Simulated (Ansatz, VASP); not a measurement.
# Cross-check of AgCl between VASP and Ansatz

Aim: how closely do two programs agree when they are given the same cell, functional and k mesh? The cell is taken from a series of VASP runs on this material, whose earlier steps may have relaxed, scaled or displaced it; both programs get it as it stands.

Calculated with Ansatz 0.2.0; plane waves, with VASP 6.6.1 beside it; relaxation of cell and atoms at r2SCAN and relaxation of cell and atoms at r2SCAN with rVV10.

## 1. Starting point

It takes space group Fm-3m (No. 225, cubic). The conventional cell has a = 5.542 Å, b = 5.542 Å, c = 5.542 Å, α = 90.00°, β = 90.00°, γ = 90.00°. Nearest to Ag lie 6 Cl at 2.77 Å. Nearest to Cl lie 6 Ag at 2.77 Å. Farther neighbours and most contacts between anions are not listed.

Coordinates:

```xyz
2
Lattice="0.0000 2.7709 2.7709 2.7709 0.0000 2.7709 2.7709 2.7709 0.0000" Properties=species:S:1:pos:R:3 pbc="T T T"
Ag    0.0000    0.0000    0.0000
Cl    2.7709    2.7709    2.7709
```

## 2. VASP: relaxation of cell and atoms, r2SCAN

The relaxed volume is the usual yardstick between codes: its relative difference is about their pressure difference at one cell divided by the bulk modulus.

Lines of VASP's logs that name or quote its potential files are left out, and so is its time.

Input file INCAR:

```
SYSTEM = AgCl
PREC = Accurate
ENCUT = 450
EDIFF = 1E-06
NELM = 100
ISMEAR = 0
SIGMA = 0.03
LREAL = .FALSE.
ALGO = Normal
METAGGA = R2SCAN
LASPH = .TRUE.
NBANDS = 15
LORBIT = 11
LWAVE = .FALSE.
LCHARG = .FALSE.
KPAR = 4
IBRION = 2
NSW = 50
ISIF = 3
EDIFFG = -0.006
```

Input file POSCAR:

```
AgCl
1.0
    0.0000000000      2.7709123020      2.7709123020
    2.7709123020      0.0000000000      2.7709123020
    2.7709123020      2.7709123020      0.0000000000
Ag Cl
1 1
Direct
    0.0000000000      0.0000000000      0.0000000000
    0.5000000000      0.5000000000      0.5000000000
```

Input file KPOINTS:

```
Automatic mesh
0
Gamma
6 6 6
0 0 0
```

Potentials, in the order of the species: Ag and Cl (PBE family, release 64).

Command:

```console
$ mpirun -np 4 vasp_std
```

Numbers of over 12 decimals in the logs are rounded to 6 here.

The program printed:

```text
[banner, memory and clock lines left out]
running    4 mpi-ranks, on    1 nodes
 distrk:  each k-point on    1 cores,    4 groups
 distr:  one band on    1 cores,    1 groups

 POSCAR found type information on POSCAR AgCl
 POSCAR found :  2 types and       2 ions
|                                                                             |
|               ----> ADVICE to this user running VASP <----                  |
|                                                                             |
|     You enforced a specific xc type in the INCAR file but a different       |
|     [... a line on the potential file left out ...]
|     I HOPE YOU KNOW WHAT YOU ARE DOING!                                     |
|                                                                             |

 LDA part: xc-table for (None), standard interpolation
 POSCAR, INCAR and KPOINTS ok, starting setup
 FFT: planning ... GRIDC
 FFT: planning ... GRID_SOFT
 FFT: planning ... GRID
 WAVECAR not read
 entering main loop
       N       E                     dE             d eps       ncg     rms          rms(c)
DAV:   1     0.685351024136E+02    0.68535E+02   -0.79809E+03   488   0.984E+02
DAV:   2    -0.299510576418E+02   -0.98486E+02   -0.90641E+02   585   0.224E+02
DAV:   3    -0.336833244463E+02   -0.37323E+01   -0.37245E+01   599   0.466E+01
DAV:   4    -0.337091063427E+02   -0.25782E-01   -0.25780E-01   606   0.419E+00
DAV:   5    -0.337094772131E+02   -0.37087E-03   -0.37087E-03   620   0.499E-01    0.652E+00
DAV:   6    -0.287128496663E+02    0.49966E+01   -0.37233E+00   480   0.211E+01    0.612E+00
DAV:   7    -0.286530977020E+02    0.59752E-01   -0.17009E-01   564   0.435E+00    0.395E+00
DAV:   8    -0.286410183803E+02    0.12079E-01   -0.12107E-01   508   0.409E+00    0.802E-01
DAV:   9    -0.286426370185E+02   -0.16186E-02   -0.49740E-03   592   0.739E-01    0.387E-01
DAV:  10    -0.286419620300E+02    0.67499E-03   -0.17403E-03   599   0.475E-01    0.117E-01
DAV:  11    -0.286419567016E+02    0.53284E-05   -0.57562E-04   599   0.203E-01    0.456E-02
DAV:  12    -0.286419496517E+02    0.70500E-05   -0.25615E-05   599   0.620E-02    0.213E-02
DAV:  13    -0.286419493989E+02    0.25273E-06   -0.16378E-05   564   0.431E-02    0.360E-03
DAV:  14    -0.286419494268E+02   -0.27921E-07   -0.31542E-07   338   0.623E-03
   1 F= -.28641949E+02 E0= -.28641949E+02  d E =-.286419E+02
 curvature:   0.00 expect dE= 0.000E+00 dE for cont linesearch  0.000E+00
 trial: gam= 0.00000 g(F)=  0.114E-59 g(S)=  0.259E-05 ort = 0.000E+00 (trialstep = 0.100E+01)
 search vector abs. value=  0.259E-05
 reached required accuracy - stopping structural energy minimisation
```

OUTCAR, selected parts (step 2):

```text
ion  position               nearest neighbor table
   1  0.000  0.000  0.000-   2 2.77   2 2.77   2 2.77   2 2.77   2 2.77   2 2.77
   2  0.500  0.500  0.500-   1 2.77   1 2.77   1 2.77   1 2.77   1 2.77   1 2.77

  LATTYP: Found a face centered cubic cell.
 ALAT       =     5.5418246040

 Subroutine GETGRP returns: Found 48 space group operations
 (whereof 48 operations were pure point group operations)

The static configuration has the point symmetry O_h .

 Found     16 irreducible k-points:

   k-points           NKPTS =     16   k-points in BZ     NKDIM =     16   number of bands    NBANDS=     15

   dimension x,y,z NGX =    28 NGY =   28 NGZ =   28
   dimension x,y,z NGXF=    56 NGYF=   56 NGZF=   56

   ENCUT  =  450.0 eV  33.07 Ry    5.75 a.u.   6.78  6.78  6.78*2*pi/ulx,y,z

   NELECT =      18.0000    total number of electrons

 k-points in reciprocal lattice and weights: Automatic mesh
   0.00000000  0.00000000  0.00000000       0.005
   0.16666667  0.00000000  0.00000000       0.037
   0.33333333  0.00000000  0.00000000       0.037
   0.50000000  0.00000000  0.00000000       0.019
   0.16666667  0.16666667  0.00000000       0.028
   0.33333333  0.16666667  0.00000000       0.111
   0.50000000  0.16666667  0.00000000       0.111
  -0.33333333  0.16666667  0.00000000       0.111
  -0.16666667  0.16666667  0.00000000       0.056
[...]
-0.33333333  0.33333333  0.16666667       0.111
  -0.33333333  0.50000000  0.16666667       0.056

 average (electrostatic) potential at core
       1 -78.1196       2 -94.8001

 E-fermi :   3.6972

 k-point     1 :       0.0000    0.0000    0.0000
  band No.  band energies     occupation
    ...
      5       1.1265      2.00000
      6       1.1265      2.00000
      7       1.1265      2.00000
      8       1.1771      2.00000
      9       1.1771      2.00000
     10       4.9903      0.00000
     11      14.9053      0.00000
     12      14.9053      0.00000
     13      14.9053      0.00000
     14      16.3309      0.00000
    ...

 k-point     2 :       0.1667    0.0000    0.0000
  band No.  band energies     occupation
    ...
      5       1.2173      2.00000
      6       1.2173      2.00000
      7       1.4565      2.00000
      8       2.2423      2.00000
      9       2.2423      2.00000
     10       6.1021      0.00000
     11      12.9386      0.00000
     12      14.2835      0.00000
     13      14.2835      0.00000
     14      16.1744      0.00000
    ...

 k-point     3 :       0.3333    0.0000    0.0000
  band No.  band energies     occupation
    ...
      5       1.3968      2.00000
      6       1.3968      2.00000
      7       1.6828      2.00000
      8       3.1779      2.00000
      9       3.1779      2.00000
     10       7.7587      0.00000
     11      11.1376      0.00000
     12      12.5656      0.00000
     13      12.5656      0.00000
     14      16.9013      0.00000
    ...

  Total       -0.0059795     -0.0059795     -0.0059795      0.0000000      0.0000000      0.0000000
  in kB       -0.2251525     -0.2251525     -0.2251525      0.0000000      0.0000000      0.0000000
  external PRESSURE =      -0.2251525 kB  Pullay stress =       0.0000000 kB

  energy-cutoff  :      450.00
  volume of cell :       42.55
      direct lattice vectors                 reciprocal lattice vectors
     0.000000000  2.770912302  2.770912302    -0.180445985  0.180445985  0.180445985
     2.770912302  0.000000000  2.770912302     0.180445985 -0.180445985  0.180445985
     2.770912302  2.770912302  0.000000000     0.180445985  0.180445985 -0.180445985

 POSITION                                       TOTAL-FORCE (eV/Angst)
 -----------------------------------------------------------------------------------
      0.00000      0.00000      0.00000        -0.000000     -0.000000     -0.000000
      2.77091      2.77091      2.77091         0.000000      0.000000      0.000000
 -----------------------------------------------------------------------------------
    total drift:                                0.000000      0.000000      0.000000

  FREE ENERGIE OF THE ION-ELECTRON SYSTEM (eV)
  ---------------------------------------------------
  free  energy   TOTEN  =       -28.6419494268 eV

  energy  without entropy=      -28.6419494268  energy(sigma->0) =      -28.64194943

 reached required accuracy - stopping structural energy minimisation

 total charge
# of ion       s       p       d       tot
------------------------------------------
    1        0.192   0.133   9.391   9.717
    2        1.609   3.517   0.000   5.126
--------------------------------------------------
tot          1.801   3.650   9.391  14.842

[... 3 further parts left out ...]
```

CONTCAR:

```
AgCl
   1.00000000000000
     0.0000000000000000    2.7709123020000002    2.7709123020000002
     2.7709123020000002    0.0000000000000000    2.7709123020000002
     2.7709123020000002    2.7709123020000002    0.0000000000000000
  Ag              Cl
     1     1
Direct
     0.0000000000000000    0.0000000000000000    0.0000000000000000
     0.5000000000000000    0.5000000000000000    0.5000000000000000
```

## 3. Ansatz: relaxation of cell and atoms, r2SCAN

Ansatz runs on its default PAW (the set named soft_2) files.

The same cell, functional, mesh and smearing now go to Ansatz, which takes its cutoff from its data sets.

Input file input.yaml:

```yaml
crystal:
  lattice:
    - [0.0, 2.770912302, 2.770912302]
    - [2.770912302, 0.0, 2.770912302]
    - [2.770912302, 2.770912302, 0.0]
  atoms:
    - { symbol: Ag, position: [0.0, 0.0, 0.0] }
    - { symbol: Cl, position: [0.5, 0.5, 0.5] }
hamiltonian:
  xc: r2scan
  pseudopotentials: { kind: paw }
kpoints:
  mp_grid: { grid: [6, 6, 6] }
scf:
  occupations: { method: gaussian, width: 0.03 }
relax:
  f_tol: 0.01
  max_steps: 60
  cell: { stress_tol: 0.05 }
output:
  forces: true
  stress: true
```

Command:

```console
$ ansatz run input.yaml --threads 4 --pin off --max-ram 9216MiB --backend cpu --events-out ev --progress --plain --runs-dir out
```

The program printed:

```text
Engine: ansatz 0.2.0, aarch64-unknown-linux-gnu
Pseudopotentials: kind: paw
Pseudopotential: Ag, paw, valence charge 19, recommended cutoff 500 eV (meta_gga), Ag.paw.azcp
Pseudopotential: Cl, paw, valence charge 7, recommended cutoff 500 eV (meta_gga), Cl.paw.azcp
Functional definition: r2SCAN
  parameter k0 = 0.174
  parameter k1 = 0.065
  parameter a1 = 4.9479
  exchange = r2scan_x(k0 = k0, k1 = k1, a1 = a1)
  correlation = r2scan_c
Crystal: 2 atoms, lattice volume = 42.550 Å³
Basis set: ecut = 500 eV, 1067 PW (Γ), exchange–correlation on 120×120×120 points (64 copies of the dense FFT grid, shifted against one another)
Bands: 17, of which v1, the nominal top of the filled ones, is band 13 counted from 1 (12 counted from 0)
Symmetry: 48 space group operations
Space group: Fm-3m (ITA 225), of the structure as read, at distance tolerance 3.5e-5 Å
k-points: 16 of 216
Non-local potential: Ag, projectors of the file, l = 0: 3, l = 1: 2, l = 2: 2, l = 3: 1
Non-local potential: Cl, projectors of the file, l = 0: 2, l = 1: 2, l = 2: 2
PAW form: soft (Blöchl's): semilocal exchange-correlation on the pseudo side does not see the compensation charge
PAW frozen core: Ag, regenerated for the run's functional (the file was generated under x = pbe(κ = 0.804, μ = 0.219515), c = pbe(β = 0.066725))
PAW frozen core: Cl, regenerated for the run's functional (the file was generated under x = pbe(κ = 0.804, μ = 0.219515), c = pbe(β = 0.066725))
PAW one-centre angular grid: Ag, 590 points (default); XC on 160 Gauss nodes
PAW one-centre angular grid: Cl, 302 points (default); XC on 160 Gauss nodes
Initial density: superposition of atomic densities (neutral atoms: chi_scale 0, normalization atom), corrected by the library's trained network
Initial wavefunctions: pseudopotential atomic-orbital guess
Functional: x = r2scan, c = r2scan; τ floored in thin density (d = 2e-4 eV/Å³)
SCF iter   1: F=—  HF=-8688.745082 eV  |F-HF|=—  |Δ(HF+E_count)|=         —  Δρ=7.86e-3  dr2=1.91e-2  dr2_τ=5.33e-3  ethr=1.77e-3  ⟨swp⟩=5.4  Hψ=1321  notcnv=0
preconditioner: auto → none  [insulator: Δε(μ)=1.520 eV  Ē_g=11.706 eV  σ=0.030 eV  W_gap=1.00  n_scr=14 (ndim 8)  ℏωp=24.2 eV  f_vac=0.030  D(μ)=0.00/eV (n_scr^D=0)  ε∞_Penn≈5.3]
SCF iter   2: F=—  HF=-8688.746766 eV  |F-HF|=—  |Δ(HF+E_count)|=   1.68e-3  Δρ=4.27e-3  dr2=3.51e-3  dr2_τ=8.07e-4  ethr=7.34e-5  ⟨swp⟩=2.8  Hψ=564  notcnv=0
SCF iter   3: F=—  HF=-8688.746409 eV  |F-HF|=—  |Δ(HF+E_count)|=   3.56e-4  Δρ=1.99e-3  dr2=7.12e-4  dr2_τ=7.78e-5  ethr=1.35e-5  ⟨swp⟩=2.7  Hψ=478  notcnv=0
SCF iter   4: F=—  HF=-8688.746482 eV  |F-HF|=—  |Δ(HF+E_count)|=   7.29e-5  Δρ=7.97e-4  dr2=1.30e-4  dr2_τ=1.50e-5  ethr=2.74e-6  ⟨swp⟩=1.0  Hψ=272  notcnv=0
SCF iter   5: F=—  HF=-8688.746492 eV  |F-HF|=—  |Δ(HF+E_count)|=   9.98e-6  Δρ=1.60e-4  dr2=5.55e-6  dr2_τ=7.74e-7  ethr=4.98e-7  ⟨swp⟩=1.9  Hψ=397  notcnv=0
SCF iter   6: F=—  HF=-8688.746522 eV  |F-HF|=—  |Δ(HF+E_count)|=   3.01e-5  Δρ=1.93e-5  dr2=8.46e-8  dr2_τ=1.19e-8  ethr=3.85e-10  ⟨swp⟩=3.0  Hψ=1144  notcnv=0
SCF iter   7: F=-8688.746522 eV  HF=-8688.746522 eV  |F-HF|=6.91e-11  |Δ(HF+E_count)|=   3.75e-8  Δρ=9.41e-7  dr2=2.00e-10  dr2_τ=8.30e-11  ethr=3.25e-10  ⟨swp⟩=2.1  Hψ=929  notcnv=0
SCF 1 converged in 7 iterations: F = -8688.746522 eV  dr2 = 2.00e-10
  greatest PAW one-centre occupation: 1.003 electrons in one spin orbital (limit 2), on the Ag atom at site 0 (counted from 0), in its partial waves of l = 1
relax step   1: F+E_penalty+E_count = -8688.74652227 eV  Δ(F+E_penalty+E_count) = +0.000e0 eV  max|allowed force component| = 2.235e-30 eV/Å  Δτ_max = 0.0000 Å  P = +0.095 GPa  Ω = 42.550 Å³  (7 SCF iters, dr2 threshold 1.00e-7 eV, accepted)
[...]
relax step   2: F+E_penalty+E_count = -8688.74651983 eV  Δ(F+E_penalty+E_count) = +2.436e-6 eV  max|allowed force component| = 1.611e-30 eV/Å  Δτ_max = 0.0000 Å  P = -0.015 GPa  Ω = 42.641 Å³  energy of the carried Pulay correction = -2.521e-5 eV  (4 SCF iters, dr2 threshold 2.24e-8 eV, accepted)
[...]
relax step   3: F+E_penalty+E_count = -8688.74653207 eV  Δ(F+E_penalty+E_count) = -1.223e-5 eV  max|allowed force component| = 1.709e-30 eV/Å  Δτ_max = 0.0000 Å  P = -0.014 GPa  Ω = 42.641 Å³  stress off target by 1.43e-2 GPa  SCF on the basis re-selected at this cell (its energy is not comparable with the rows above)  (4 SCF iters)
basis re-selected at this cell: Δ(F+E_penalty+E_count) = -1.223e-5 eV, ΔP = +0.000 GPa vs the last step (what re-selecting the basis moved, of the pressure what is left beyond the Pulay correction that the steps carried, after the strain that the cell walked since its last selection, with what the two solves' SCF thresholds leave and, on support functions, any second-order correction that the steps lacked; it is no m [...]
SCF converged after 4 iterations
Free energy (F): -8688.746532 eV
Harris-Foulkes:  -8688.746532 eV  (|F-HF|=7.28e-12)
Internal energy: -8688.746532 eV  (E = F + TS)
E sigma→0 (E₀):  -8688.746532 eV
Fermi energy:    8.533246 eV
--- Per-component energies (eV) ---
  E_band       = -382.190552
  E_kinetic    = 689.626333
  E_local      = -3215.015838  (includes V_loc(G=0)·N_el)
  E_nonlocal   = 114.255472
  E_hartree    = 1413.132009
  E_xc         = -280.433200
  E_vxc        = -394.105157  (∫ρ·V_xc dr)
  E_paw        = -4592.905146  (= ΣΔE_a)
  E_vpaw       = -428.700456  (= ΣTr[D̂ρ^β])
  E_aug_tail   = 0.000117  (compensation charges beyond the density's cutoff)
  E_vtau       = 25.484772  (kinetic-family band-sum trace: ∫τ·v_τ [+ j·A + Jᵃ·Aᵃ] dr)
  E_ewald      = -2816.760562
  E_core_change = -0.645718  (= ΣΔE_core)
  E_smearing   = -0.000000  (= −TS)
  E_closure    = 0.000000  (closes the sum)
  Σ components = -8688.746532   (vs F -8688.746532, Δ=0.00e0)
--- Forces (eV/Å), atoms counted from 1 ---
  atom   1  Ag    -0.00000000     0.00000000     0.00000000
  atom   2  Cl     0.00000000    -0.00000000     0.00000000
  max |Σ_I F_I| component: 3.94e-30 eV/Å
--- Stress (GPa, compression-positive) ---
       -0.014350      -0.000000      -0.000000
       -0.000000      -0.014350      -0.000000
       -0.000000      -0.000000      -0.014350
  P = ⅓ Tr σ = -0.0143 GPa (-0.143 kbar)
--- Relaxed structure (2 steps of the walk, 2 accepted, 1 SCFs on fresh bases) ---
  F+E_penalty+E_count = -8688.74653207 eV   max|allowed force component| = 1.709e-30 eV/Å   (the final SCF, on the basis selected at the relaxed cell)
  cell:  # Å, volume = 42.6415 Å³
    - [0, 2.772899, 2.772899]
    - [2.772899, 0, 2.772899]
    - [2.772899, 2.772899, 0]
  atoms:
    - { symbol: Ag, position: [0, 0, 0] }
    - { symbol: Cl, position: [0.5, 0.5, 0.5] }
```

The job ended after 1.9 s (4 threads of Arm Neoverse V2, shared host; peak memory 0.41 GiB; 6 s of CPU time).

## 4. Differences

Known differences besides the potentials themselves: VASP keeps PBE cores, Ansatz makes them for the functional; both relaxations stop at a tolerance, which leaves soft axes loose, and VASP keeps its plane-wave basis; the data sets hold 26 valence electrons in Ansatz (default PAW (the set named soft_2) files) and 18 in VASP; the cutoff is 500 eV in Ansatz and 450 eV in VASP; Ansatz adds a Pulay correction to the stress that steers its cell, VASP none. Total energies have different zeros and are not compared.

The two programs side by side:

```
                                         quantity  Ansatz   VASP  difference
                                      volume (Å³)   42.64  42.55     +0.22 %
edge a after relaxation, in the typed setting (Å)   3.921  3.919     +0.07 %
```

The walks stopped with -0.01 GPa left in Ansatz and -0.02 GPa in VASP; each walk ends within a tolerance, so the volume difference is uncertain by about these residues over the bulk modulus, most in soft cells.

(Continued in part 2 of 2.)

[Lines on the potential files, build, host, timing and source positions are cut from VASP's logs without a mark.]

[Logs are printed without paths, hosts, clocks, repeated set-up lines and the standing remarks that a program may print on its own settings, such as how far it seeks lower states.]

[Hosts, paths, dates, database ids (printed as entryN), source tags and the programs' standing remarks are cut or masked in the printed files.]
